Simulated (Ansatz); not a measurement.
# TiNi: how the settings move a single-point run

Question: which choices in the input matter for TiNi?

Program: Ansatz 0.2.0. Level of theory: reference: DFT, r2SCAN, PAW with Ansatz's default frozen-core files, scalar-relativistic. These are calculated values, not measurements.

**1. Starting point**

The structure is cubic, space group Pm-3m (No. 221). Conventional cell: a = 2.988 Å, b = 2.988 Å, c = 2.988 Å, α = 90.00°, β = 90.00°, γ = 90.00°. Around Ti (site symmetry m-3m) lie 8 Ni at 2.59 Å. Ni (site symmetry m-3m) is surrounded by 8 Ti at 2.59 Å.

As a file:

```cif
data_structure
_symmetry_space_group_name_H-M 'Pm-3m'
_symmetry_Int_Tables_number 221
_cell_length_a 2.9881
_cell_length_b 2.9881
_cell_length_c 2.9881
_cell_angle_alpha 90.000
_cell_angle_beta 90.000
_cell_angle_gamma 90.000
_cell_volume 26.68
loop_
_atom_site_label
_atom_site_type_symbol
_atom_site_symmetry_multiplicity
_atom_site_Wyckoff_symbol
_atom_site_fract_x
_atom_site_fract_y
_atom_site_fract_z
_atom_site_occupancy
Ti1 Ti 1 b 0.50000 0.50000 0.50000 1
Ni1 Ni 1 a 0.00000 0.00000 0.00000 1
```

**2. Reference**

Contents of input.yaml:

```yaml
crystal:
  lattice:
    - [2.98806613, 0.0, 0.0]
    - [0.0, 2.98806613, 0.0]
    - [0.0, 0.0, 5.97613226]
  atoms:
    - { symbol: Ti, position: [0.5, 0.5, 0.25] }
    - { symbol: Ti, position: [0.5, 0.5, 0.75] }
    - { symbol: Ni, position: [0.0, 0.0, 0.0] }
    - { symbol: Ni, position: [0.0, 0.0, 0.5] }
kpoints:
  mp_grid: { grid: [10, 10, 5] }
scf:
  occupations: { method: fermi_dirac, width: 0.05 }
  lower_state_search: "off"
hamiltonian:
  xc: r2scan
  pseudopotentials: { kind: paw }
output:
  forces: true
  stress: true
  eigenvalues: true
  write_density: true
  write_potential: true
  elf: true
  volumetric_format: npy
```

Started as:

```
$ ansatz run input.yaml --threads 2 --pin off --max-ram 6144MiB --backend cpu --events-out ev --progress --plain --runs-dir out
```

From the output:

```text
[...]
Basis set: ecut = 500 eV, 1373 PW (Γ), exchange–correlation on 96×96×180 points (64 copies of the dense FFT grid, shifted against one another)
[...]
k-points: 63 of 500
[...]
SCF iter   1: F=-16699.153946 eV  HF=-16700.738070 eV  |F-HF|=1.58e0  |Δ(HF+E_count)|=         —  Δρ=5.84e-2  dr2=1.89e0  dr2_τ=1.26e-1  ethr=1.77e-3  ⟨swp⟩=3.6  Hψ=7289  notcnv=0
preconditioner: auto → Kerker (q_TF=auto, 2.782 Å⁻¹)  [metal: Δε(μ)=0.031 eV  Ē_g=4.197 eV  σ=0.050 eV  W_gap=0.15  n_scr=16 (ndim 8)  ℏωp=26.9 eV  f_vac=0.000  D(μ)=4.78/eV (n_scr^D=54)]
SCF iter   2: F=-16695.240610 eV  HF=-16701.109024 eV  |F-HF|=5.87e0  |Δ(HF+E_count)|=   3.71e-1  Δρ=1.21e-1  dr2=5.92e0  dr2_τ=9.61e-2  ethr=1.77e-3  ⟨swp⟩=3.0  Hψ=4469  notcnv=0  recentre
[...]
SCF iter   8: F=-16700.706973 eV  HF=-16700.706978 eV  |F-HF|=5.24e-6  |Δ(HF+E_count)|=   8.23e-7  Δρ=1.18e-4  dr2=5.77e-6  dr2_τ=3.87e-8  ethr=6.32e-8  ⟨swp⟩=1.0  Hψ=2268  notcnv=0
SCF iter   9: F=-16700.706978 eV  HF=-16700.706978 eV  |F-HF|=3.11e-8  |Δ(HF+E_count)|=   3.33e-7  Δρ=8.58e-6  dr2=3.87e-8  dr2_τ=4.87e-10  ethr=1.67e-10  ⟨swp⟩=7.6  Hψ=15462  notcnv=0
[...]
SCF converged after 9 iterations
Free energy (F): -16700.706978 eV
[...]
E sigma→0 (E₀):  -16700.689172 eV
[...]
Fermi energy:    16.475047 eV
[...]
  P = ⅓ Tr σ = -0.0641 GPa (-0.641 kbar)
[...]
```

Wall time 12 s (2 threads of Arm Neoverse V1, shared host); peak memory 0.53 GiB.

**3. Changed: ecutwfc 25.7 Ry**

input.yaml: that of step 2 with these lines changed.

```diff
@@ -26 +26,3 @@
   volumetric_format: npy
+basis:
+  ecutwfc: "25.7 Ry"
```

Started as:

```
$ ansatz run input.yaml --threads 2 --pin off --max-ram 6144MiB --backend cpu --events-out ev --progress --plain --runs-dir out
```

Output:

```text
Warning: basis.ecutwfc = 349.6663132609458 eV is below the records' recommended 500 eV, and the density's cutoff is lower with it unless basis.ecutrho_ratio is high enough to keep the records' density cutoff: compare with a run at a higher cutoff
Engine: ansatz 0.2.0
Pseudopotentials: kind: paw
Pseudopotential: Ti, paw, valence charge 12, recommended cutoff 500 eV (meta_gga)
Pseudopotential: Ni, paw, valence charge 18, recommended cutoff 500 eV (meta_gga)
Functional definition: r2SCAN
  parameter k0 = 0.174
  parameter k1 = 0.065
  parameter a1 = 4.9479
  exchange = r2scan_x(k0 = k0, k1 = k1, a1 = a1)
  correlation = r2scan_c
Crystal: 4 atoms, lattice volume = 53.358 Å³
Basis set: ecut = 349.6663132609458 eV, 791 PW (Γ), exchange–correlation on 80×80×160 points (64 copies of the dense FFT grid, shifted against one another)
Bands: 36, of which v1, the nominal top of the filled ones, is band 30 counted from 1 (29 counted from 0)
Symmetry: 32 space group operations
Space group: Pm-3m (ITA 221), of the structure as read, at distance tolerance 3.8e-5 Å
k-points: 63 of 500
Non-local potential: Ti, projectors of the file, l = 0: 3, l = 1: 2, l = 2: 3, l = 3: 1
Non-local potential: Ni, projectors of the file, l = 0: 3, l = 1: 2, l = 2: 3, l = 3: 1
PAW form: soft (Blöchl's): semilocal exchange-correlation on the pseudo side does not see the compensation charge
PAW frozen core: Ti, regenerated for the run's functional (the file was generated under x = pbe(κ = 0.804, μ = 0.2195149727645171), c = pbe(β = 0.06672455060314922))
PAW frozen core: Ni, regenerated for the run's functional (the file was generated under x = pbe(κ = 0.804, μ = 0.2195149727645171), c = pbe(β = 0.06672455060314922))
PAW one-centre angular grid: Ti, 590 points (default); XC on 160 Gauss nodes
PAW one-centre angular grid: Ni, 590 points (default); XC on 160 Gauss nodes
Initial density: superposition of atomic densities (neutral atoms: chi_scale 0, normalization atom), corrected by the library's trained network
Initial wavefunctions: pseudopotential atomic-orbital guess
Functional: x = r2scan, c = r2scan; τ floored in thin density (d = 2e-4 eV/Å³)
SCF iter   1: F=-16699.104545 eV  HF=-16700.679016 eV  |F-HF|=1.57e0  |Δ(HF+E_count)|=         —  Δρ=5.84e-2  dr2=1.89e0  dr2_τ=1.28e-1  ethr=1.77e-3  ⟨swp⟩=3.2  Hψ=7050  notcnv=0
preconditioner: auto → Kerker (q_TF=auto, 2.782 Å⁻¹)  [metal: Δε(μ)=0.031 eV  Ē_g=4.197 eV  σ=0.050 eV  W_gap=0.15  n_scr=16 (ndim 8)  ℏωp=26.9 eV  f_vac=0.000  D(μ)=4.77/eV (n_scr^D=54)]
SCF iter   2: F=-16695.411438 eV  HF=-16701.031113 eV  |F-HF|=5.62e0  |Δ(HF+E_count)|=   3.52e-1  Δρ=1.19e-1  dr2=5.76e0  dr2_τ=9.39e-2  ethr=1.77e-3  ⟨swp⟩=2.6  Hψ=4362  notcnv=0  recentre
SCF iter   3: F=-16700.481957 eV  HF=-16700.666999 eV  |F-HF|=1.85e-1  |Δ(HF+E_count)|=   3.64e-1  Δρ=1.86e-2  dr2=2.13e-1  dr2_τ=6.99e-4  ethr=1.77e-3  ⟨swp⟩=2.4  Hψ=3852  notcnv=0
SCF iter   4: F=-16700.644670 eV  HF=-16700.646977 eV  |F-HF|=2.31e-3  |Δ(HF+E_count)|=   2.00e-2  Δρ=4.34e-3  dr2=4.59e-3  dr2_τ=3.33e-4  ethr=3.56e-4  ⟨swp⟩=2.0  Hψ=3334  notcnv=0
SCF iter   5: F=-16700.647913 eV  HF=-16700.647899 eV  |F-HF|=1.38e-5  |Δ(HF+E_count)|=   9.22e-4  Δρ=1.04e-3  dr2=3.03e-4  dr2_τ=3.09e-5  ethr=7.64e-6  ⟨swp⟩=2.9  Hψ=4732  notcnv=0
SCF iter   6: F=-16700.647972 eV  HF=-16700.648051 eV  |F-HF|=7.83e-5  |Δ(HF+E_count)|=   1.51e-4  Δρ=4.80e-4  dr2=1.34e-4  dr2_τ=2.68e-6  ethr=5.05e-7  ⟨swp⟩=2.0  Hψ=3788  notcnv=0
SCF iter   7: F=-16700.648053 eV  HF=-16700.648056 eV  |F-HF|=2.74e-6  |Δ(HF+E_count)|=   4.99e-6  Δρ=1.16e-4  dr2=4.01e-6  dr2_τ=4.32e-8  ethr=2.23e-7  ⟨swp⟩=1.9  Hψ=2943  notcnv=0
SCF iter   8: F=-16700.648057 eV  HF=-16700.648057 eV  |F-HF|=6.70e-8  |Δ(HF+E_count)|=   1.12e-6  Δρ=1.88e-5  dr2=1.13e-7  dr2_τ=1.61e-9  ethr=6.69e-9  ⟨swp⟩=2.3  Hψ=2882  notcnv=0
SCF iter   9: F=-16700.648057 eV  HF=-16700.648057 eV  |F-HF|=9.12e-9  |Δ(HF+E_count)|=   1.61e-8  Δρ=4.23e-6  dr2=1.05e-8  dr2_τ=1.15e-10  ethr=1.67e-10  ⟨swp⟩=6.5  Hψ=12356  notcnv=0
SCF 1 converged in 9 iterations: F = -16700.648057 eV  dr2 = 1.05e-8
SCF converged after 9 iterations
Free energy (F): -16700.648057 eV
Harris-Foulkes:  -16700.648057 eV  (|F-HF|=9.12e-9)
Internal energy: -16700.612447 eV  (E = F + TS)
E sigma→0 (E₀):  -16700.630252 eV
Entropy (-TS):   -0.035610 eV (-8.903 meV/atom)
Fermi energy:    16.472180 eV
--- Per-component energies (eV) ---
  E_band       = -967.733537
  E_kinetic    = 1112.794873
  E_local      = -9151.974207  (includes V_loc(G=0)·N_el)
  E_nonlocal   = 1289.704827
  E_hartree    = 3863.576193
  E_xc         = -345.348652
  E_vxc        = -503.274024  (∫ρ·V_xc dr)
  E_paw        = -5399.763266  (= ΣΔE_a)
  E_vpaw       = -1478.503532  (= ΣTr[D̂ρ^β])
  E_aug_tail   = 0.002598  (compensation charges beyond the density's cutoff)
  E_vtau       = 36.356358  (kinetic-family band-sum trace: ∫τ·v_τ [+ j·A + Jᵃ·Aᵃ] dr)
  E_ewald      = -8068.497762
  E_core_change = -1.107051  (= ΣΔE_core)
  E_smearing   = -0.035610  (= −TS)
  E_closure    = -0.000000  (closes the sum)
  Σ components = -16700.648057   (vs F -16700.648057, Δ=0.00e0)
--- Forces (eV/Å), atoms counted from 1 ---
  atom   1  Ti     0.00000000     0.00000000     0.00000000
  atom   2  Ti     0.00000000     0.00000000     0.00000000
  atom   3  Ni    -0.00000000    -0.00000000     0.00000000
  atom   4  Ni    -0.00000000     0.00000000     0.00000000
  max |Σ_I F_I| component: 2.27e-30 eV/Å
--- Stress (GPa, compression-positive) ---
       -0.086418       0.000000       0.000000
       -0.000000      -0.086418       0.000000
        0.000000       0.000000      -0.086422
  P = ⅓ Tr σ = -0.0864 GPa (-0.864 kbar)
--- Band table (eV; the first three rows and the last of 63) ---
  k-point 0: bands = ["-90.7800", "-90.7792", "-49.6962", "-49.6790", "-49.6790", "-49.6789", "-49.6783", "-49.6783", "-43.2014", "-43.1671", "-18.5427", "-18.2358", "-18.2358", "-18.2358", "-18.2129", "-18.2129", "8.0844", "11.7709", "12.3277", "12.3549", "12.3549", "13.5443", "14.2259", "14.2259", "14.3537", "14.3537", "14.3537", "14.6618", "15.7354", "15.7878", "16.9600", "16.9601", "17.1081", "17.1081", "18.7757", "19.1408"]
  k-point 1: bands = ["-90.7800", "-90.7793", "-49.6947", "-49.6809", "-49.6790", "-49.6790", "-49.6783", "-49.6783", "-43.1983", "-43.1704", "-18.5140", "-18.2660", "-18.2337", "-18.2337", "-18.2151", "-18.2151", "8.2891", "10.9176", "12.4322", "12.4363", "12.7295", "13.3753", "14.2341", "14.2341", "14.3382", "14.3382", "14.3811", "14.6300", "15.9091", "16.1504", "16.8753", "16.9886", "17.2603", "17.2603", "18.8129", "18.8755"]
  k-point 2: bands = ["-90.7798", "-90.7795", "-49.6905", "-49.6853", "-49.6788", "-49.6788", "-49.6785", "-49.6785", "-43.1897", "-43.1790", "-18.4383", "-18.3436", "-18.2280", "-18.2280", "-18.2208", "-18.2208", "8.8830", "9.8026", "12.6247", "12.6721", "12.8010", "13.0191", "14.2604", "14.2604", "14.3010", "14.3010", "14.4546", "14.5496", "16.2764", "16.6333", "16.7598", "17.0009", "17.6860", "17.6860", "18.2876", "18.2876"]
  k-point 62: bands = ["-90.7779", "-90.7777", "-49.6929", "-49.6929", "-49.6923", "-49.6923", "-49.6865", "-49.6820", "-43.1294", "-43.1201", "-18.4827", "-18.4827", "-18.4732", "-18.4732", "-18.3673", "-18.2813", "12.2675", "12.7514", "12.9412", "13.0963", "13.4373", "13.4373", "13.4812", "13.4812", "14.7643", "14.7643", "15.1173", "15.1257", "15.4525", "15.4525", "15.5588", "15.6520", "17.9868", "18.6540", "19.7026", "19.7260"]
```

Run time: 6.8 s. Hardware: 2 threads of Arm Neoverse V1, shared host; peak memory 0.43 GiB.

Changing the cutoff moves the energy by +14.7 meV/atom. The lower cutoff gives the higher energy: the smaller basis describes the state less well. The log warns that the cutoff is under what these potentials recommend, so the shift is basis error. Cost: 6.8 s against 12 s. These settings are too coarse to quote as the system's properties.

**4. Comparison**

| run | ending | energy change | pressure (GPa) | gap (eV) | force (eV/Å) | cycles | time |
| --- | --- | --- | --- | --- | --- | --- | --- |
| reference | converged | 0 | -0.1 | 0.00 | 0.00 | 9 | 12 s |
| 1: ecutwfc 25.7 Ry | converged | +14.7 meV/atom | -0.1 | 0.00 | 0.00 | 9 | 6.8 s |

Residual by cycle in the longest SCF loop of each run; runs are numbered as in the table. The quantity is the density residual dr2, in eV.

| cycle | reference | run 1 |
| --- | --- | --- |
| 1 | 1.89 | 1.89 |
| 2 | 5.92 | 5.76 |
| 3 | 0.223 | 0.213 |
| 4 | 0.00537 | 0.00459 |
| 5 | 4.5e-4 | 3.0e-4 |
| 6 | 6.2e-5 | 1.3e-4 |
| 7 | 3.8e-5 | 4.0e-6 |
| 8 | 5.8e-6 | 1.1e-7 |
| 9 | 3.9e-8 | 1.0e-8 |

**Reading.** Changing the cutoff moves the energy by +14.7 meV/atom. The log warns that the cutoff is under what these potentials recommend, so the shift is basis error. Cost: 6.8 s against 12 s. Run 1 ran under the cutoff that the potentials recommend, as the log warns, so basis error is mixed into its values.
